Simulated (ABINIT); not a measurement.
# TiSe (P4/nmm) in ABINIT: single point with PBEsol

Aim: the single point of TiSe with PBEsol.

Everything below comes from runs of ABINIT 10.8.3 (patched build). Logs are shortened: lines on timing, memory, paths and dates and some standing lists are left out, and cuts for length are marked. The log counts tension as positive stress, the text compression.

## Step 1: The crystal as given

The structure is tetragonal, space group P4/nmm (No. 129). Conventional cell: a = 4.178 Å, b = 4.178 Å, c = 5.984 Å, α = 90.00°, β = 90.00°, γ = 90.00°. Se (site symmetry 4mm) is surrounded by 4 Ti at 2.53 Å. Around Ti (site symmetry -4m2) lie 4 Se at 2.53 Å.

The cell comes from a database or a generator and needn't be the stable form of this composition.

## Step 2: Single point, PBEsol

File run.abi:

```
# Pseudopotentials
pp_dirpath "./"
pseudos "Se.upf, Ti.upf"

# Structure
acell 4.178357 4.178357 5.984423 Angstrom
rprim
     1.0000000000     0.0000000000     0.0000000000
     0.0000000000     1.0000000000     0.0000000000
     0.0000000000     0.0000000000     1.0000000000
ntypat 2
znucl 34 22
natom 4
typat 1 1 2 2
xred
     0.0000000000     0.5000000000     0.7605560000
     0.5000000000     0.0000000000     0.2394440000
     0.0000000000     0.0000000000     0.0000000000
     0.5000000000     0.5000000000     0.0000000000

# Plane-wave basis
ecut 39.0

# k points
kptopt 1
ngkpt 5 5 4
nshiftk 1
shiftk 0.0 0.0 0.0

# Exchange and correlation
ixc -116133

# Bands and occupations
nband 34
occopt 3
tsmear 0.05 eV

# SCF cycle
nstep 100
tolvrs 1.0e-10

# Output
iomode 3
prtwf 0
prtden 0
prteig 0
prtebands 0
enunit 1
```

Potentials or basis: PseudoDojo NC SR PBEsol v0.4.1 standard.

The run is started by

```sh
abinit run.abi > log 2>&1
```

run.abo:

```text
.Version 10.8.3 of ABINIT
 Symmetries : space group P4/n m m (#129); Bravais tP (primitive tetrag.)
================================================================================
 Values of the parameters that define the memory need of the present run
     intxc =       0    ionmov =       0      iscf =       7    lmnmax =       6
     lnmax =       6     mgfft =      64  mpssoang =       3    mqgrid =    3180
     natom =       4  nloc_mem =       1    nspden =       1   nspinor =       1
    nsppol =       1      nsym =      16    n1xccc =    2501    ntypat =       2
    occopt =       3   xclevel =       2
       mpw =        8228          nfft =      147456          nkpt =          18
================================================================================
================================================================================

--------------------------------------------------------------------------------
------------- Echo of variables that govern the present computation ------------
--------------------------------------------------------------------------------
 -outvars: echo values of preprocessed input variables --------
            acell      7.8959503863E+00  7.8959503863E+00  1.1308920492E+01 Bohr
              amu      7.89600000E+01  4.78800000E+01
             ecut      3.90000000E+01 Hartree
           enunit           1
              ixc     -116133
         kptrlatt        5    0    0      0    5    0      0    0    4
          kptrlen      3.94797519E+01
            natom           4
            nband          34
            ngfft          48      48      64
             nkpt          18
            nstep         100
             nsym          16
           ntypat           2
           occopt           3
           prtden           0
        prtebands           0
           prteig           0
            prtwf           0
          spgroup         129
           tolvrs      1.00000000E-10
           tsmear      1.83746611E-03 Hartree
            typat      1  1  2  2
           xangst      0.0000000000E+00  2.0891785000E+00  4.5514888192E+00
                       2.0891785000E+00  0.0000000000E+00  1.4329341808E+00
                       0.0000000000E+00  0.0000000000E+00  0.0000000000E+00
                       2.0891785000E+00  2.0891785000E+00  0.0000000000E+00
            xcart      0.0000000000E+00  3.9479751931E+00  8.6010673334E+00
                       3.9479751931E+00  0.0000000000E+00  2.7078531582E+00
                       0.0000000000E+00  0.0000000000E+00  0.0000000000E+00
                       3.9479751931E+00  3.9479751931E+00  0.0000000000E+00
             xred      0.0000000000E+00  5.0000000000E-01  7.6055600000E-01
                       5.0000000000E-01  0.0000000000E+00  2.3944400000E-01
                       0.0000000000E+00  0.0000000000E+00  0.0000000000E+00
                       5.0000000000E-01  5.0000000000E-01  0.0000000000E+00
            znucl       34.00000   22.00000

================================================================================

 chkinp: Checking input parameters for consistency.

================================================================================
== DATASET  1 ==================================================================

--- !DatasetInfo
iteration_state: {dtset: 1, }
dimensions: {natom: 4, nkpt: 18, mband: 34, nsppol: 1, nspinor: 1, nspden: 1, mpw: 8228, }
cutoff_energies: {ecut:  39.0, pawecutdg:  -1.0, }
electrons: {nelect:   5.60000000E+01, charge:   0.00000000E+00, occopt:   3.00000000E+00, tsmear:   1.83746611E-03, }
meta: {optdriver: 0, ionmov: 0, optcell: 0, iscf: 7, paral_kgb: 0, }
...

 Real(R)+Recip(G) space primitive vectors, cartesian coordinates (Bohr,Bohr^-1):
 R(1)=  7.8959504  0.0000000  0.0000000  G(1)=  0.1266472  0.0000000  0.0000000
 R(2)=  0.0000000  7.8959504  0.0000000  G(2)=  0.0000000  0.1266472  0.0000000
 R(3)=  0.0000000  0.0000000 11.3089205  G(3)=  0.0000000  0.0000000  0.0884258
 Unit cell volume ucvol=  7.0506632E+02 bohr^3
 Angles (23,13,12)=  9.00000000E+01  9.00000000E+01  9.00000000E+01 degrees

 getcut: wavevector=  0.0000  0.0000  0.0000  ngfft=  48  48  64
         ecut(hartree)=     39.000   => boxcut(ratio)=   2.01308

--- Pseudopotential description ------------------------------------------------
- pspini: atom type   1  psp file is ./Se.upf
12 -116133 2 -1 1198                          pspcod,pspxc,lmax,lloc,mmax
     nproj     2     2     2

- pspini: atom type   2  psp file is ./Ti.upf
12 -116133 2 -1 1586                          pspcod,pspxc,lmax,lloc,mmax
     nproj     2     2     2

   4.92215585E+03                                ecore*ucvol(ha*bohr**3)
--------------------------------------------------------------------------------

================================================================================

--- !BeginCycle
iteration_state: {dtset: 1, }
solver: {iscf: 7, nstep: 100, nline: 4, wfoptalg: 0, }
tolerances: {tolvrs: 1.00E-10, }
...

     iter   Etot(hartree)      deltaE(h)  residm     vres2
 ETOT  1  -358.69732231180    -3.587E+02 2.111E+00 3.828E+02
 ETOT  2  -360.86474997298    -2.167E+00 1.090E-01 7.097E+02
 ETOT  3  -360.92915360205    -6.440E-02 3.837E-02 1.162E+02
 ETOT  4  -360.93370761137    -4.554E-03 1.373E-02 6.830E+01
 ETOT  5  -360.93902453140    -5.317E-03 5.598E-03 3.293E+00
 ETOT  6  -360.93967706351    -6.525E-04 5.588E-03 1.245E+00
 ETOT  7  -360.93987016645    -1.931E-04 2.436E-03 7.890E-02
 ETOT  8  -360.93992837036    -5.820E-05 2.721E-03 6.971E-03
 ETOT  9  -360.93994747739    -1.911E-05 3.070E-03 2.241E-03
 ETOT 10  -360.93995466607    -7.189E-06 4.329E-03 2.019E-04
 ETOT 11  -360.93995729477    -2.629E-06 2.840E-03 2.340E-05
 ETOT 12  -360.93995826684    -9.721E-07 4.155E-03 4.778E-06
 ETOT 13  -360.93995862908    -3.622E-07 1.683E-03 2.330E-06
 ETOT 14  -360.93995876466    -1.356E-07 1.858E-03 3.096E-07
 ETOT 15  -360.93995881541    -5.075E-08 4.899E-03 2.825E-07
 ETOT 16  -360.93995883450    -1.909E-08 1.898E-03 7.699E-08
 ETOT 17  -360.93995884175    -7.256E-09 5.044E-03 2.542E-10
 ETOT 18  -360.93995884449    -2.739E-09 1.102E-03 4.549E-08
 ETOT 19  -360.93995884556    -1.072E-09 2.895E-03 4.698E-09
 ETOT 20  -360.93995884597    -4.100E-10 5.101E-04 2.057E-08
 ETOT 21  -360.93995884613    -1.525E-10 1.151E-03 9.037E-09
 ETOT 22  -360.93995884617    -4.843E-11 2.439E-04 1.321E-08
 ETOT 23  -360.93995884623    -6.014E-11 4.856E-04 8.233E-09
 ETOT 24  -360.93995884622     1.347E-11 1.497E-04 8.646E-10
 ETOT 25  -360.93995884626    -4.366E-11 2.124E-04 2.229E-10
 ETOT 26  -360.93995884621     5.878E-11 1.492E-04 4.583E-11

 At SCF step   26       vres2   =  4.58E-11 < tolvrs=  1.00E-10 =>converged.

 Cartesian components of stress tensor (hartree/bohr^3)
  sigma(1 1)=  1.19985153E-04  sigma(3 2)=  0.00000000E+00
  sigma(2 2)=  1.19985153E-04  sigma(3 1)=  0.00000000E+00
  sigma(3 3)=  9.05985577E-05  sigma(2 1)=  0.00000000E+00

--- !ResultsGS
iteration_state: {dtset: 1, }
comment   : Summary of ground state results
lattice_vectors:
- [  7.8959504,   0.0000000,   0.0000000, ]
- [  0.0000000,   7.8959504,   0.0000000, ]
- [  0.0000000,   0.0000000,  11.3089205, ]
lattice_lengths: [   7.89595,    7.89595,   11.30892, ]
lattice_angles: [ 90.000,  90.000,  90.000, ] # degrees, (23, 13, 12)
lattice_volume:   7.0506632E+02
convergence: {deltae:  5.878E-11, res2:  4.583E-11, residm:  1.492E-04, diffor: null, }
etotal    :  -3.60939959E+02
entropy   :   0.00000000E+00
fermie    :   1.74912883E-01
cartesian_stress_tensor: # hartree/bohr^3
- [  1.19985153E-04,   0.00000000E+00,   0.00000000E+00, ]
- [  0.00000000E+00,   1.19985153E-04,   0.00000000E+00, ]
- [  0.00000000E+00,   0.00000000E+00,   9.05985577E-05, ]
pressure_GPa:  -3.2419E+00
xred      :
- [  0.0000E+00,   5.0000E-01,   7.6056E-01, Se]
- [  5.0000E-01,   0.0000E+00,   2.3944E-01, Se]
- [  0.0000E+00,   0.0000E+00,   0.0000E+00, Ti]
- [  5.0000E-01,   5.0000E-01,   0.0000E+00, Ti]
cartesian_forces: # hartree/bohr
- [  3.74651340E-32,  -0.00000000E+00,   6.96030281E-03, ]
- [ -1.12395402E-31,  -0.00000000E+00,  -6.96030281E-03, ]
- [  3.74651340E-32,  -0.00000000E+00,  -5.23167246E-32, ]
- [  3.74651340E-32,  -0.00000000E+00,  -1.22072357E-31, ]
force_length_stats: {min:   6.43480842E-32, max:   6.96030281E-03, mean:   3.48015141E-03, }
...

 Integrated electronic density in atomic spheres:
 ------------------------------------------------
 Atom  Sphere_radius  Integrated_density
    1        2.00000         13.26407931
    2        2.00000         13.26407931
    3        2.00000          9.55581905
    4        2.00000          9.55581905
================================================================================

 ----iterations are completed or convergence reached----

 Mean square residual over all n,k,spin=   14.129E-07; max=  14.923E-05
 reduced coordinates (array xred) for    4 atoms
       0.000000000000      0.500000000000      0.760556000000
       0.500000000000      0.000000000000      0.239444000000
       0.000000000000      0.000000000000      0.000000000000
       0.500000000000      0.500000000000      0.000000000000
 rms dE/dt=  3.2135E-02; max dE/dt=  7.8714E-02; dE/dt below (all hartree)
    1       0.000000000000      0.000000000000     -0.078713511088
    2       0.000000000000      0.000000000000      0.078713511088
    3       0.000000000000      0.000000000000      0.000000000000
    4       0.000000000000      0.000000000000      0.000000000000

 cartesian coordinates (angstrom) at end:
    1      0.00000000000000     2.08917850000000     4.55148881918800
    2      2.08917850000000     0.00000000000000     1.43293418081200
    3      0.00000000000000     0.00000000000000     0.00000000000000
    4      2.08917850000000     2.08917850000000     0.00000000000000

 cartesian forces (hartree/bohr) at end:
    1      0.00000000000000    -0.00000000000000     0.00696030281110
    2     -0.00000000000000    -0.00000000000000    -0.00696030281110
    3      0.00000000000000    -0.00000000000000    -0.00000000000000
    4      0.00000000000000    -0.00000000000000    -0.00000000000000
 frms,max,avg= 2.8415317E-03 6.9603028E-03   0.000E+00  0.000E+00  0.000E+00 h/b

 cartesian forces (eV/Angstrom) at end:
    1      0.00000000000000    -0.00000000000000     0.35791316105054
    2     -0.00000000000000    -0.00000000000000    -0.35791316105054
    3      0.00000000000000    -0.00000000000000    -0.00000000000000
    4      0.00000000000000    -0.00000000000000    -0.00000000000000
 frms,max,avg= 1.4611744E-01 3.5791316E-01   0.000E+00  0.000E+00  0.000E+00 e/A
 length scales=  7.895950386270  7.895950386270 11.308920491583 bohr
              =  4.178357000000  4.178357000000  5.984423000000 angstroms
 Fermi (or HOMO) energy (eV) =   4.75962   Average Vxc (eV)=  -9.42407
 Eigenvalues (   eV  ) for nkpt=  18  k points:
 kpt#   1, nband= 34, wtk=  0.01000, kpt=  0.0000  0.0000  0.0000 (reduced coord)
 -52.27612  -52.20481  -43.54961  -43.54846  -43.54790  -43.54790  -43.54753  -43.54753
 -43.53974  -43.53961  -43.52964  -43.52957  -28.86410  -28.77667  -28.70022  -28.70022
 -28.41319  -28.41319   -9.36052   -8.73039   -0.31648    0.82158    0.88197    0.88197
   1.35901    1.35901    3.40127    5.40771    5.50126    5.76659    6.03022    6.45145
   6.45150    6.86323
 prteigrs : prtvol=0 or 1, do not print more k-points.

--- !EnergyTerms
iteration_state     : {dtset: 1, }
comment             : Components of total free energy in Hartree
kinetic             :  2.03967898136171E+02
hartree             :  1.28883374492814E+02
xc                  : -6.52619819941382E+01
Ewald energy        : -1.74392164083109E+02
psp_core            :  6.98112457751661E+00
local_psp           : -3.56805313219365E+02
non_local_psp       : -1.04311925381938E+02
internal            : -3.60938987472048E+02
'-kT*entropy'       : -9.71374157018795E-04
total_energy        : -3.60939958846205E+02
total_energy_eV     : -9.82167663177258E+03
band_energy         : -5.26731202668736E+01
...

 Cartesian components of stress tensor (hartree/bohr^3)
  sigma(1 1)=  1.19985153E-04  sigma(3 2)=  0.00000000E+00
  sigma(2 2)=  1.19985153E-04  sigma(3 1)=  0.00000000E+00
  sigma(3 3)=  9.05985577E-05  sigma(2 1)=  0.00000000E+00

-Cartesian components of stress tensor (GPa)         [Pressure= -3.2419E+00 GPa]
- sigma(1 1)=  3.53008509E+00  sigma(3 2)=  0.00000000E+00
- sigma(2 2)=  3.53008509E+00  sigma(3 1)=  0.00000000E+00
- sigma(3 3)=  2.66550159E+00  sigma(2 1)=  0.00000000E+00

== END DATASET(S) ==============================================================
================================================================================

 -outvars: echo values of variables after computation  --------
            acell      7.8959503863E+00  7.8959503863E+00  1.1308920492E+01 Bohr
           etotal     -3.6093995885E+02
            fcart      3.7465134023E-32 -0.0000000000E+00  6.9603028111E-03
                      -1.1239540207E-31 -0.0000000000E+00 -6.9603028111E-03
                       3.7465134023E-32 -0.0000000000E+00 -5.2316724603E-32
                       3.7465134023E-32 -0.0000000000E+00 -1.2207235741E-31
           strten      1.1998515329E-04  1.1998515329E-04  9.0598557673E-05
                       0.0000000000E+00  0.0000000000E+00  0.0000000000E+00
           xangst      0.0000000000E+00  2.0891785000E+00  4.5514888192E+00
                       2.0891785000E+00  0.0000000000E+00  1.4329341808E+00
                       0.0000000000E+00  0.0000000000E+00  0.0000000000E+00
                       2.0891785000E+00  2.0891785000E+00  0.0000000000E+00
             xred      0.0000000000E+00  5.0000000000E-01  7.6055600000E-01
                       5.0000000000E-01  0.0000000000E+00  2.3944400000E-01
                       0.0000000000E+00  0.0000000000E+00  0.0000000000E+00
                       5.0000000000E-01  5.0000000000E-01  0.0000000000E+00
 Calculation completed.
```

Run time: 8.2 min. Hardware: 1 thread of Intel Xeon Platinum 8375C at 2.90GHz (Ice Lake), shared host; peak memory 0.17 GiB.

Results:

```yaml
Free_energy: -9821.6766 eV
Pressure: -3.2 GPa
Largest_force: 0.358 eV/Å
Band_gap_on_the_k_mesh: none (metal or under the smearing width)
Valence_electrons_inside_the_program's_atomic_spheres: Se 13.26; Ti 9.56
```

Forces in eV/Å, atoms in the order of the input:
```
Se   0.000  0.000  0.358
Se   0.000  0.000 -0.358
Ti   0.000  0.000  0.000
Ti   0.000  0.000  0.000
```

Caveat: this functional lacks dispersion, which binds the layers, so the pressure and a relaxed spacing across them are unreliable.
